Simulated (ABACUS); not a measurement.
# Fe (Im-3m) in ABACUS: single point with HCTH407

Aim: the single point of Fe with HCTH407.

Program: ABACUS 3.10.1. These are calculated values, not measurements. Logs are shortened: lines on timing, memory, paths and dates and some standing lists are left out, and cuts for length are marked.

**1. The crystal as given**

The structure is cubic, space group Im-3m (No. 229). The conventional cell has a = 2.886 Å, b = 2.886 Å, c = 2.886 Å, α = 90.00°, β = 90.00°, γ = 90.00°. Fe (site symmetry m-3m) has 8 Fe at 2.50 Å as nearest neighbours.

**2. Single point, HCTH407, collinear spin, ferromagnetic start**

run_abacus.py reads:

```python
"""ABACUS run from a structure file: ASE reads it, the script writes STRU, KPT and INPUT."""
import re
import subprocess
from ase.io import read
from ase.units import Bohr

atoms = read("Fe.cif")
atoms = atoms[(-atoms.numbers).argsort(kind="stable")]  # ABACUS lists atoms element by element
pseudo = {'Fe': '26_Fe_16_2.0_2.5_pbe_n_v1.0.upf'}
orbital = {}
magmoms = [3.0]
kmesh = [10, 10, 10]
params = {
    'suffix': 'Fe',
    'calculation': 'scf',
    'basis_type': 'pw',
    'pseudo_dir': './',
    'symmetry': 1,
    'dft_functional': 'GGA_XC_HCTH_407',
    'ecutwfc': 90,
    'pseudo_rcut': 10,
    'nspin': 2,
    'nbands': 20,
    'ks_solver': 'dav',
    'smearing_method': 'fd',
    'smearing_sigma': 0.00367493,
    'scf_thr': 1e-08,
    'scf_nmax': 100,
    'mixing_type': 'broyden',
    'mixing_beta': 0.4,
    'cal_force': 1,
    'cal_stress': 1,
    'out_chg': 1,
    'out_pot': 2,
    'out_elf': 1,
}

symbols = atoms.get_chemical_symbols()
elements = list(dict.fromkeys(symbols))
lines = ["ATOMIC_SPECIES"] + [f"{e} {atoms.get_masses()[symbols.index(e)]:.4f} {pseudo[e]}" for e in elements]
if orbital:
    lines += ["", "NUMERICAL_ORBITAL"] + [orbital[e] for e in elements]
lines += ["", "LATTICE_CONSTANT", f"{1 / Bohr:.10f}", "", "LATTICE_VECTORS"]
lines += [" ".join(f"{x:.10f}" for x in v) for v in atoms.cell]
lines += ["", "ATOMIC_POSITIONS", "Direct"]
for e in elements:
    lines += ["", e, "0.0", str(symbols.count(e))]
    for i, p in enumerate(atoms.get_scaled_positions(wrap=False)):
        if symbols[i] == e:
            mag = "" if magmoms is None else " mag " + " ".join(str(x) for x in (magmoms[i] if isinstance(magmoms[i], list) else [magmoms[i]]))
            lines.append(" ".join(f"{x:.10f}" for x in p) + " 1 1 1" + mag)
open("STRU", "w").write("\n".join(lines) + "\n")
open("KPT", "w").write("K_POINTS\n0\nGamma\n%d %d %d 0 0 0\n" % tuple(kmesh))
open("INPUT", "w").write("INPUT_PARAMETERS\n" + "".join(f"{k:<20s}{v}\n" for k, v in params.items()))

done = subprocess.run(['mpirun', '-np', '4', 'abacus'])
if done.returncode:
    raise SystemExit(done.returncode)
log = open("OUT.Fe/running_scf.log").read()
print("final energy (eV):", re.findall(r"FINAL_ETOT_IS (\S+)", log))
```

Fe.cif reads:

```cif
data_Fe
_cell_length_a 2.49934932
_cell_length_b 2.49934932
_cell_length_c 2.49934932
_cell_angle_alpha 109.47122063
_cell_angle_beta 109.47122063
_cell_angle_gamma 109.47122063
_space_group_name_H-M_alt 'P1'
_space_group_name_Hall 'P 1'
_space_group_IT_number 1
loop_
_space_group_symop_operation_xyz
'x,y,z'
loop_
_atom_site_label
_atom_site_type_symbol
_atom_site_symmetry_multiplicity
_atom_site_Wyckoff_symbol
_atom_site_fract_x
_atom_site_fract_y
_atom_site_fract_z
_atom_site_occupancy
Fe1 Fe 1 a 0.0000000000 0.0000000000 0.0000000000 1
```

Potentials or basis: SPMS ONCV 1.0 PBE, plane waves.

Started as:

```console
> OMP_NUM_THREADS=1 python run_abacus.py > log
```

running log:

```text
ABACUS v3.10.1

               Atomic-orbital Based Ab-initio Computation at UStc

 ------------------------------------------------------------------------------------

 READING GENERAL INFORMATION
                           global_out_dir = OUT.Fe/
                           global_in_card = INPUT
                               pseudo_dir = ./
                              orbital_dir =
                                    DSIZE = 4
                                    GSIZE = 1

 READING UNITCELL INFORMATION
                                    ntype = 1
                  lattice constant (Bohr) = 1.88973
              lattice constant (Angstrom) = 1

 READING ATOM TYPE 1
                               atom label = Fe
                      L=0, number of zeta = 1
                      L=1, number of zeta = 1
                      L=2, number of zeta = 1
             number of atom for this type = 1
               magnetization of element 1 = 3

                        TOTAL ATOM NUMBER = 1
DIRECT COORDINATES
    atom                   x                   y                   z     mag                  vx                  vy                  vz
taud_Fe1            0.0000000000        0.0000000000        0.0000000000  3.0000        0.0000000000        0.0000000000        0.0000000000

                          Volume (Bohr^3) = 81.1065
                             Volume (A^3) = 12.0187

 Lattice vectors: (Cartesian coordinate: in unit of a_0)
             +2.49935                  +0                  +0
            -0.833116            +2.35641                  +0
            -0.833116             -1.1782            +2.04071
 Reciprocal vectors: (Cartesian coordinate: in unit of 2 pi/a_0)
            +0.400104           +0.141458           +0.245013
                   -0           +0.424375           +0.245013
                   +0                  -0           +0.490025
 The esolver type has been set to : ksdft_pw

                PAO radial cut off (Bohr) = 10

 Read in pseudopotential file is 26_Fe_16_2.0_2.5_pbe_n_v1.0.upf
                     pseudopotential type = NC
          exchange-correlation functional = PBE
                 nonlocal core correction = 1
                        valence electrons = 16
                                     lmax = 2
                           number of zeta = 4
                     number of projectors = 6
                           L of projector = 0
                           L of projector = 0
                           L of projector = 1
                           L of projector = 1
                           L of projector = 2
                           L of projector = 2
 XC functional updated to : GGA_XC_HCTH_407
          exchange-correlation functional = GGA_XC_HCTH_407
     initial pseudo atomic orbital number = 10
 The readin total magnetization is 3

 SETUP THE ELECTRONS NUMBER
            electron number of element Fe = 16
      total electron number of element Fe = 16
            AUTOSET number of electrons:  = 16
                           occupied bands = 8
                                   NBANDS = 20
                                   NLOCAL = 9

%%%%%%%%%%%%%%%%%%%%%%%%%%%%%%%%%%%%%%%%%%%%%%%%%%%%%%%%%%%%%%%%%%%%%%%%%%%%%%%%%%%%%%%%%%%%%%%%%%%%%%%%%%
 Warning: the number of valence electrons in pseudopotential > 8 for Fe: [Ar] 3d6 4s2
 Pseudopotentials with additional electrons can yield (more) accurate outcomes, but may be less efficient.
 If you're confident that your chosen pseudopotential is appropriate, you can safely ignore this warning.
%%%%%%%%%%%%%%%%%%%%%%%%%%%%%%%%%%%%%%%%%%%%%%%%%%%%%%%%%%%%%%%%%%%%%%%%%%%%%%%%%%%%%%%%%%%%%%%%%%%%%%%%%%

 SETUP THE PLANE WAVE BASIS
 energy cutoff for charge/potential (unit:Ry) = 360
            fft grid for charge/potential = [ 30, 30, 30 ]
                        fft grid division = [ 1, 1, 1 ]
        big fft grid for charge/potential = [ 30, 30, 30 ]
                                     nbxx = 7200
                                     nrxx = 7200

 SETUP PLANE WAVES FOR CHARGE/POTENTIAL
                    number of plane waves = 9405
                         number of sticks = 607

 PARALLEL PW FOR CHARGE/POTENTIAL
     PROC   COLUMNS(POT)             PW
        1            152           2352
        2            152           2352
        3            151           2350
        4            152           2351
 --------------- sum -------------------
        4            607           9405
                            number of |g| = 162
                                  max |g| = 32.4169
                                  min |g| = 0.240125

----------- Double Check Mixing Parameters Begin ------------
mixing_type: broyden
mixing_beta: 0.4
mixing_gg0: 1
mixing_gg0_min: 0.1
[... 21 lines left out ...]
                     BRAVAIS LATTICE NAME = 02. Cubic I (body-centered)
                                    ibrav = 2
                                    IBRAV = 2
                                  BRAVAIS = BODY CENTERED CUBIC
                       LATTICE CONSTANT A = 2.886
Original cell was already a primitive cell.
                        ROTATION MATRICES = 48
              PURE POINT GROUP OPERATIONS = 48
                   SPACE GROUP OPERATIONS = 48
                              POINT GROUP = O_h
               POINT GROUP IN SPACE GROUP = O_h

 SETUP K-POINTS
                                    nspin = 2
                   Input type of k points = Monkhorst-Pack(Gamma)
                                   nkstot = 1000
                       right hand lattice = 1
(for reciprocal lattice: )
[... 8 lines left out ...]
                       right hand lattice = 1
                        ROTATION MATRICES = 48
                               nkstot_ibz = 47
K-POINTS REDUCTION ACCORDING TO SYMMETRY
     IBZ    DIRECT_X    DIRECT_Y    DIRECT_Z  WEIGHT  ibz2bz
       1  0.00000000  0.00000000  0.00000000  0.0010       0
       2 -0.10000000  0.10000000  0.00000000  0.0120       1
       3 -0.20000000  0.20000000  0.00000000  0.0120       2
       4 -0.30000000  0.30000000  0.00000000  0.0120       3
       5 -0.40000000  0.40000000  0.00000000  0.0120       4
       6  0.50000000  0.50000000  0.00000000  0.0060       5
[... 22 lines left out ...]
      29  0.50000000  0.40000000  0.20000000  0.0480     156
      30  0.50000000  0.30000000  0.30000000  0.0240     157
[... 17 further k points ...]

                               nkstot now = 47
[... K-POINTS DIRECT COORDINATES: 47 rows ...]

           k-point number in this process = 47
       minimum distributed K point number = 47
[... stars of the k points ...]
                             nks(nspin=2) = 94
                          nkstot(nspin=2) = 94

[... K-POINTS CARTESIAN COORDINATES: 94 rows ...]

[... K-POINTS DIRECT COORDINATES: 94 rows ...]

 SETUP PLANE WAVES FOR WAVE FUNCTIONS
     energy cutoff for wavefunc (unit:Ry) = 90
              fft grid for wave functions = [ 30, 30, 30 ]
                    number of plane waves = 2093
                         number of sticks = 219

 PARALLEL PW FOR WAVE FUNCTIONS
     PROC   COLUMNS(POT)             PW
        1             55            523
        2             55            523
        3             54            522
        4             55            525
 --------------- sum -------------------
        4            219           2093

 SETUP NONLOCAL PSEUDOPOTENTIALS IN PLANE WAVE BASIS
 Fe non-local projectors:
 projector 1 L=0
 projector 2 L=0
 projector 3 L=1
 projector 4 L=1
 projector 5 L=2
 projector 6 L=2
      TOTAL NUMBER OF NONLOCAL PROJECTORS = 18

 Init Non-Local PseudoPotential table :
 Init Non-Local-Pseudopotential done.

                                     npwx = 302

 Make real space PAO into reciprocal space.
       max mesh points in Pseudopotential = 1001
     dq(describe PAO in reciprocal space) = 0.01
                                    max q = 1143

 number of pseudo atomic orbitals for Fe is 4
WARNING: norm of atomic wavefunction # 4 of atomic type Fe is 0.999905, renormalized

 -------------------------------------------
 SELF-CONSISTENT
 -------------------------------------------
                                 init_chg = atomic

 PW ALGORITHM --------------- ION=   1  ELEC=   1--------------------------------
 Notice: Threshold on eigenvalues was too large.
 hsover_error=0.16 > DRHO=0.0397385
 Origin diag ethr = 0.01
 New diag ethr = 0.000248365
          total magnetism (Bohr mag/cell) = 2.65943
       absolute magnetism (Bohr mag/cell) = 2.66144
                        nelec for spin up = 9.32971
                      nelec for spin down = 6.67029

 Density error is 0.0396107553066
                          Error Threshold = 0.000248365471825
----------------------------------------------------------
     Energy           Rydberg                 eV
----------------------------------------------------------
 E_KohnSham     -235.3317139814      -3201.8522302533
 E_Harris       -234.2575999179      -3187.2381586880
 E_Fermi        1.3270563904         18.0555284768
----------------------------------------------------------
[... 151 lines left out ...]
 Density error is 7.12014519591e-09
                          Error Threshold = 1.84177877284e-10
----------------------------------------------------------
     Energy           Rydberg                 eV
----------------------------------------------------------
 E_KohnSham     -235.3616542470      -3202.2595884656
 E_KS(sigma->0) -235.3614097305      -3202.2562616474
 E_Harris       -235.3610432928      -3202.2512760073
 E_band         -15.9708853959       -217.2950434888
 E_one_elec     -82.5569948261       -1123.2455393908
 E_Hartree      50.5563455842        687.8543700027
 E_xc           -32.5342350140       -442.6509762614
 E_Ewald        -170.8262809582      -2324.2107891798
 E_entropy(-TS) -0.0004890331        -0.0066536362
 E_descf        0.0000000000         0.0000000000
 E_exx          0.0000000000         0.0000000000
 E_Fermi        1.3554811691         18.4422674321
----------------------------------------------------------

 charge density convergence is achieved
 final etot is -3202.2595885 eV
 EFERMI = 18.442267432 eV
The vacuum level is 17.888810776 eV

 STATE ENERGY(eV) AND OCCUPATIONS    NSPIN == 2
SPIN UP :
 1/47 kpoint (Cartesian) = 0.0000 0.0000 0.0000 (297 pws)
       1       -69.8026     0.00100000
       2       -36.1908     0.00100000
       3       -36.1908     0.00100000
       4       -36.1908     0.00100000
       5        10.7730     0.00100000
       6        15.4425     0.00100000
[... 122 lines left out ...]
      19        63.2329        0.00000
      20        67.3708        0.00000

[... levels at 88 further k points ...]

------------------------------------------------------------------------------------------
 TOTAL-FORCE (eV/Angstrom)
------------------------------------------------------------------------------------------
                       Fe1         0.0000000000         0.0000000000         0.0000000000
------------------------------------------------------------------------------------------

----------------------------------------------------------------
 TOTAL-STRESS (KBAR)
----------------------------------------------------------------
        43.2446763749        -0.0000000037        -0.0000000064
        -0.0000000037        43.2446763737        -0.0000000085
        -0.0000000064        -0.0000000085        43.2446763632
----------------------------------------------------------------
 TOTAL-PRESSURE: 43.244676 KBAR

 --------------------------------------------
 !FINAL_ETOT_IS -3202.2595884655511327 eV
 --------------------------------------------
```

It took 34 s on 4 MPI ranks of Intel Xeon Platinum 8488C (Sapphire Rapids), shared host; peak memory 0.32 GiB.

What came out:

```
Free energy            : -3202.2596 eV
Pressure               : 4.3 GPa
Band gap on the k mesh : none (metal or under the smearing width)
Net moment             : 2.66 μB per cell
Absolute moment        : 3.05 μB per cell
```

Caveat: the potentials were made for another functional, which shifts forces and pressure.
